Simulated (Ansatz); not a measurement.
¹⁷O NMR of the central transition in SiO2

Cell: a Materials Project structure (computed, not necessarily an observed phase), taken as it stands.

```cif
data_SiO2
_symmetry_space_group_name_H-M 'Imma'
_symmetry_Int_Tables_number 74
_cell_length_a 5.2467
_cell_length_b 9.5535
_cell_length_c 8.8833
_cell_angle_alpha 90.000
_cell_angle_beta 90.000
_cell_angle_gamma 90.000
loop_
_atom_site_label
_atom_site_type_symbol
_atom_site_symmetry_multiplicity
_atom_site_Wyckoff_symbol
_atom_site_fract_x
_atom_site_fract_y
_atom_site_fract_z
Si Si 8 h 0.0000 0.0846 0.8449
O5 O 4 e 0.5000 0.7500 0.3807
O7 O 8 g 0.2500 0.5432 0.2500
O11 O 4 a 0.0000 0.0000 0.0000
```

One atom of each set is listed; the run and its k-mesh use a cell of 12 atoms with edges of 7.03, 7.03, 7.03 Å.

All values are calculated (Ansatz; DFT, r2SCAN, plane waves and PAW, scalar-relativistic, 500 eV cutoff, Γ-centred 5×5×5 k-points, Fermi–Dirac smearing 0.02 eV), not measured.

¹⁷O has I = 5/2 and Q = -25.58 mb (Pyykkö 2018); at 35.2 T its Larmor frequency is ν₀ = 203.3 MHz. Only the quadrupole interaction is simulated: positions count from each site's isotropic chemical shift, and J coupling is left out, as are shift anisotropy and dipolar coupling, which fast spinning averages.

Q: Simulate the second-order pattern (fast magic-angle spinning, Gaussian broadening 0.07 kHz) of site O7 (2 Si at 1.61 Å, angle 152°).

A: The calculation gives C_Q = -5.88 MHz and η = 0.11, so ν_Q = 0.882 MHz and the centre of gravity lies at -5.04 ppm (-1.02 kHz).

```
offset (kHz)  height
      -2.665       0
      -2.584       1
      -2.503       6
      -2.422       6
      -2.341       6
      -2.260       7
      -2.179       7
      -2.098       7
      -2.017       7
      -1.936       7
      -1.855       8
      -1.774       8
      -1.693      22
      -1.612      64
      -1.531      89
      -1.450      66
      -1.369      54
      -1.288      49
      -1.207      47
      -1.126      45
      -1.045      45
      -0.964      45
      -0.883      47
      -0.802      49
      -0.721      52
      -0.640      58
      -0.559      70
      -0.478     100
      -0.397      96
      -0.316      54
      -0.234       5
      -0.153       0
```

At O7 V_zz runs parallel to the line that joins its two neighbours (within 1°).

Hardware: 1 thread of Arm Neoverse V2 (aarch64; 8 cores open to the job, memory cap 2.5 GiB, no GPU), a shared host with a load of 0.3 a core. Wall time 39 s, CPU time 40 s, peak memory 1.2 GiB.
